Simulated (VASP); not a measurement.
## InP (F-43m) under biaxial strain in the (001) plane

Wanted: the response of InP to biaxial strain in the (001) plane, as a table, with a fit that predicts a row left out.

Method: LDA; plane waves and PAW (In_d, P), in the first sound run; inputs show where later runs differ, in VASP 6.6.1.

Report form: the programs' logs are mostly left out.

### 1. Set-up

It takes space group F-43m (No. 216, cubic). The conventional cell has a = 5.869 Å, b = 5.869 Å, c = 5.869 Å, α = 90.00°, β = 90.00°, γ = 90.00°. In has 4 P at 2.54 Å nearest. Nearest to P lie 4 In at 2.54 Å. Farther neighbours are not listed.

As a file:

```xyz
2
Lattice="0.0000 2.9345 2.9345 2.9345 0.0000 2.9345 2.9345 2.9345 0.0000" Properties=species:S:1:pos:R:3 pbc="T T T"
In    0.0000    0.0000    0.0000
P     1.4672    1.4672    1.4672
```

### 2. Relax the crystal, LDA

The series starts from the cell that this level prefers, so that zero strain is near zero stress.

This step took 2 runs in a row; the last is shown.

Level: LDA; plane waves and PAW (In_d, P).

Input file INCAR:

```
SYSTEM = InP
PREC = Accurate
ENCUT = 450
EDIFF = 1E-07
NELM = 120
ISMEAR = 0
SIGMA = 0.02
LREAL = .FALSE.
ALGO = Normal
GGA = CA
NBANDS = 15
LORBIT = 11
LWAVE = .FALSE.
LCHARG = .FALSE.
KPAR = 8
IBRION = 2
NSW = 40
ISIF = 3
EDIFFG = -0.005
POTIM = 0.4
```

Input file POSCAR:

```
InP
1.0
    0.0000000000      2.9143010113      2.9143010113
    2.9143010113      0.0000000000      2.9143010113
    2.9143010113      2.9143010113      0.0000000000
In P
1 1
Direct
    0.0000000000      0.0000000000      0.0000000000
    0.2500000000      0.2500000000      0.2500000000
```

Input file KPOINTS:

```
Automatic mesh
0
Gamma
9 9 9
0 0 0
```

The projector-augmented-wave data sets are In_d and P (LDA family, release 64).

Run with:

```console
mpirun -np 8 vasp_std
```

It took 2.6 s on 8 MPI ranks of Intel Xeon 6975P-C (Granite Rapids), shared host; peak memory 1.2 GiB.

Read from the output:

* energy(sigma→0) of the program: -9.6737 eV
* stress, compression positive: xx, yy, zz -0.01, -0.01, -0.01 GPa
* volume: 49.503 Å³
* ionic steps: 1

### 3. Strain along the normal, LDA

One member in full: the plane is strained by -1 %, and the strain along the normal is moved by secant steps until the normal stress is under 0.012 GPa or five steps are spent; the atoms relax at each step.

This step took 3 runs, each at a new trial strain with the atoms of the one before; the last is shown.

Level: LDA; plane waves and PAW (In_d, P); cell typed or built by script.

INCAR, as its differences from that of step 2:

```diff
@@ -14,7 +14,7 @@
 LCHARG = .FALSE.
-KPAR = 8
-IBRION = 2
-NSW = 40
-ISIF = 3
-EDIFFG = -0.005
-POTIM = 0.4
+KPAR = 2
+IBRION = 1
+NSW = 25
+ISIF = 2
+EDIFFG = -0.004
+POTIM = 0.3
```

Input file POSCAR:

```
InP
1.0
    0.0000000000      2.8851580010      2.9464206530
    2.8851580010      0.0000000000      2.9464206530
    2.8851580010      2.8851580010      0.0000000000
In P
1 1
Direct
    0.0000000000      0.0000000000      0.0000000000
    0.2500000000      0.2500000000      0.2500000000
```

KPOINTS is that of step 2.

Run with:

```console
mpirun -np 2 vasp_std
```

It took 11 s on 2 MPI ranks; peak memory 0.32 GiB; 20 s of CPU time.

This run gave:

- energy(sigma→0) of the program: -9.6707 eV
- stress, compression positive: xx, yy, zz 0.96, 0.96, 0.00 GPa
- ionic steps: 1

### 4. Band edges, TB-mBJ with spin-orbit coupling

Short lines in KPOINTS_OPT sample the zone centre along and across the normal of the plane, for masses, and the other valleys.

Level: TB-mBJ, spin-orbit coupling; plane waves and PAW (In_d, P); cell typed or built by script.

TB-mBJ has no energy functional, so the total energy, stress and pressure in this output mean nothing.

Input file INCAR:

```
SYSTEM = InP
PREC = Accurate
ENCUT = 450
EDIFF = 1E-06
NELM = 150
ISMEAR = 0
SIGMA = 0.02
LREAL = .FALSE.
ALGO = Normal
METAGGA = MBJ
LASPH = .TRUE.
LNONCOLLINEAR = .TRUE.
MAGMOM = 0 0 0 0 0 0
NBANDS = 28
GGA_COMPAT = .FALSE.
LSORBIT = .TRUE.
LWAVE = .FALSE.
LCHARG = .FALSE.
KPAR = 2
```

POSCAR is that of step 3.

Input file KPOINTS:

```
Automatic mesh
0
Gamma
7 7 7
0 0 0
```

Input file KPOINTS_OPT:

```
Line mode
6
Line-mode
Reciprocal
  0.00000000   0.00000000   0.00000000
  0.02344687   0.02344687   0.00000000

  0.00000000   0.00000000   0.00000000
  0.00000000  -0.02295936  -0.02295936

  0.31000000   0.31000000   0.00000000
  0.50000000   0.50000000   0.00000000

  0.00000000   0.31000000   0.31000000
  0.00000000   0.50000000   0.50000000

  0.45000000   0.45000000   0.45000000
  0.50000000   0.50000000   0.50000000

  0.45000000   0.00000000   0.00000000
  0.50000000   0.00000000   0.00000000

  0.42500000   0.42500000   0.00000000
  0.42500000   0.44795936   0.02295936

  0.50000000   0.50000000   0.50000000
  0.48376528   0.51623472   0.50000000
```

Run with:

```console
mpirun -np 2 vasp_ncl
```

Run time: 4 min. Hardware: 2 MPI ranks; peak memory 0.78 GiB; 7.8 min of CPU time.

### 5. Band edges, r2SCAN with spin-orbit coupling

Level: r2SCAN, spin-orbit coupling; plane waves and PAW (In_d, P); cell typed or built by script.

INCAR, as its differences from that of step 4:

```diff
@@ -4,3 +4,3 @@
 EDIFF = 1E-06
-NELM = 150
+NELM = 100
 ISMEAR = 0
@@ -9,3 +9,3 @@
 ALGO = Normal
-METAGGA = MBJ
+METAGGA = R2SCAN
 LASPH = .TRUE.
```

POSCAR is that of step 4.

KPOINTS is that of step 4.

KPOINTS_OPT is that of step 4.

Run with:

```console
mpirun -np 2 vasp_ncl
```

Wall time 5 min (2 MPI ranks); peak memory 0.74 GiB.

Read from the output:

| Quantity | Value |
| --- | --- |
| energy(sigma→0) of the program | -419.1939 eV |
| stress, compression positive | xx, yy, zz 3.79, 3.79, 2.83 GPa |

The run ends at a pressure of 3.47 GPa.

### 6. The whole series

LASPH is off in runs at LDA and on in runs at TB-mBJ and r2SCAN.

Runs beyond LDA use the data sets made with LDA; this shifts their levels slightly, and their total energies have another zero (at TB-mBJ, which has no energy functional, they mean nothing).

The other members went through these steps as far as the tables show, with the same cutoff and, step by step, the same mesh; 40 runs are not shown. The session took 2.6 core hours (wall time by ranks) on a shared machine.

```csv
in-plane strain (%),strain along the normal (%),"in-plane stress, tension positive (GPa)",energy above the unstrained row (meV/atom),"gap on the mesh, LDA (eV)"
-2.000,2.202,-1.979,6.068,0.620
-1.500,1.653,-1.461,3.386,0.618
-1.000,1.102,-0.957,1.505,0.613
-0.500,0.552,-0.466,0.383,0.608
0,-0.014,0.006,0.000,0.601
0.500,-0.573,0.469,0.346,0.544
1.000,-1.149,0.912,1.393,0.487
1.500,-1.725,1.344,3.116,0.432
2.000,-2.306,1.762,5.492,0.378
```

Slopes at zero strain, from cubics through all rows: strain ratio -1.125, stress over strain 93 GPa. For a cubic crystal strained in (001) the ratio is −2C₁₂/C₁₁.

Band edges at TB-mBJ with spin-orbit coupling, counted from the valence-band top at Γ, spin-orbit pairs averaged, with one row partly withheld:

```csv
in-plane strain (%),gap (eV),conduction band at Γ (eV),Δ or X valley along z (eV),Δ or X valley along x (eV),"lowest conduction level at L, [111] (eV)","lowest conduction level at L, [-111] (eV)",second valence level below the top (eV),third valence level below the top (eV)
-2.000,1.743,1.743,2.494,2.252,2.262,2.262,0.045,0.259
-1.500,1.741,1.741,2.479,2.300,2.285,2.285,0.043,0.204
-1.000,1.738,1.738,2.465,2.347,2.302,2.302,0.038,0.153
-0.500,1.733,1.733,2.452,2.393,2.315,2.315,0.026,0.112
0,1.727,1.727,2.437,2.437,2.323,2.323,0.000,0.087
0.500,1.681,1.681,2.385,2.443,2.289,2.289,0.039,0.115
1.000,1.629,1.629,2.328,2.443,2.246,2.246,0.083,0.154
1.500,?,?,2.272,2.442,2.198,2.198,0.127,0.197
2.000,1.520,1.520,2.215,2.440,2.147,2.147,0.171,0.240
```

Conduction masses, in electron masses:

```csv
in-plane strain (%),"conduction mass at Γ, along the strain axis or the normal of the plane","conduction mass at Γ, across the strain axis or in the plane","L [111] mass, longitudinal","L [111] mass, transverse along [1-10]"
-2.000,0.134,0.131,2.015,0.197
-1.500,0.133,0.131,2.038,0.191
-1.000,0.131,0.130,2.074,0.184
-0.500,0.130,0.129,2.123,0.181
0,0.128,0.128,2.123,0.175
0.500,0.126,0.127,2.147,0.172
1.000,0.123,0.125,2.098,0.167
1.500,0.122,0.124,2.099,0.164
2.000,0.119,0.123,2.013,0.160
```

Band edges at r2SCAN with spin-orbit coupling, counted from the valence-band top at Γ, spin-orbit pairs averaged:

```csv
in-plane strain (%),gap (eV),conduction band at Γ (eV),Δ or X valley along z (eV),Δ or X valley along x (eV),"lowest conduction level at L, [111] (eV)","lowest conduction level at L, [-111] (eV)",second valence level below the top (eV),third valence level below the top (eV)
-2.000,1.260,1.260,2.024,1.762,1.819,1.819,0.047,0.268
-1.500,1.255,1.255,2.004,1.809,1.841,1.841,0.045,0.211
-1.000,1.249,1.250,1.984,1.856,1.858,1.858,0.040,0.160
-0.500,1.242,1.242,1.966,1.902,1.870,1.870,0.027,0.118
0,1.234,1.234,1.947,1.948,1.877,1.877,0.001,0.093
0.500,1.186,1.186,1.891,1.954,1.842,1.842,0.040,0.121
1.000,1.132,1.133,1.830,1.955,1.797,1.797,0.084,0.161
1.500,1.077,1.077,1.770,1.955,1.748,1.748,0.129,0.204
2.000,1.022,1.022,1.711,1.956,1.696,1.696,0.173,0.248
```

Conduction masses, in electron masses:

```csv
in-plane strain (%),"conduction mass at Γ, along the strain axis or the normal of the plane","conduction mass at Γ, across the strain axis or in the plane","L [111] mass, longitudinal","L [111] mass, transverse along [1-10]"
-2.000,0.097,0.091,1.991,0.166
-1.500,0.095,0.090,2.007,0.160
-1.000,0.093,0.089,2.036,0.155
-0.500,0.090,0.088,2.079,0.151
0,0.088,0.088,2.044,0.147
0.500,0.085,0.086,2.071,0.143
1.000,0.082,0.086,2.029,0.139
1.500,0.080,0.085,2.011,0.137
2.000,0.077,0.084,1.957,0.134
```

### 7. Fit and prediction

The quantity to fit is the conduction level at Γ above the mean of the three top valence levels at TB-mBJ with spin-orbit coupling: 1.844, 1.824, 1.802, 1.779, 1.756, 1.732, 1.708, 1.657 eV in the rows shown.

A least-squares parabola through the 8 rows shown, with e the strain in %: E = − 0.001355 e² − 0.04699 e + 1.756 (eV), r.m.s. residual 1.6e-4 eV.

At e = 1.5 this predicts 1.6825 eV.

### 8. Checking the prediction

The calculation gives 1.6828 eV, so the prediction is 0.0003 eV too low.

### 9. Summary of results

| Property | Result |
| --- | --- |
| ratio of normal to in-plane strain | -1.125 |
| biaxial modulus | 93 GPa |
| gap of the unstrained cell, TB-mBJ with spin-orbit coupling | 1.73 eV |
| gap of the unstrained cell, r2SCAN with spin-orbit coupling | 1.23 eV |
| slope at zero strain of the conduction level at Γ above the mean of the three top valence levels, TB-mBJ with spin-orbit coupling | -47 meV per % |
| error of the predicted row | -0.3 meV |

In words: As a check, the curvature of the energy gives 94 GPa for the same modulus (energy per volume = M × strain²), 0 % from the slope of the stress. At TB-mBJ with spin-orbit coupling the lowest conduction valley is Γ throughout, and the gap runs between 1.52 and 1.74 eV. At r2SCAN with spin-orbit coupling the lowest conduction valley is Γ throughout, and the gap runs between 1.02 and 1.26 eV. Hole masses are left out throughout, since the top bands are degenerate or cross in many series; of conduction masses, those of the Γ, L and (for Si and Ge under (001) strain) Δ valleys are kept where they change by under an eighth between rows. TB-mBJ is a potential fitted for gaps; it has no energy functional, so its total energies and forces mean nothing, and its bands tend to come out too narrow. r2SCAN opens gaps somewhat over GGA but leaves them below measured values as a rule. Δ or X levels are the lowest on their line, refined by a parabola unless they lie at X; the gap is read from all points sampled and can differ from the lowest valley by some meV, or by tens of meV where strain moves the valence top off Γ. Temperature, zero-point motion and excitons are left out.

[Lines on the potential files, build, host, timing and source positions are cut from VASP's logs without a mark.]

[Logs are printed without paths, hosts, clocks, repeated set-up lines and the standing remarks that a program may print on its own settings, such as how far it seeks lower states.]

[Hosts, paths, dates, database ids (printed as entryN), source tags and the programs' standing remarks are cut or masked in the printed files.]

[In band tables of VASP the shares of atoms and orbitals are scaled to a sum of 1 inside the atoms' spheres.]
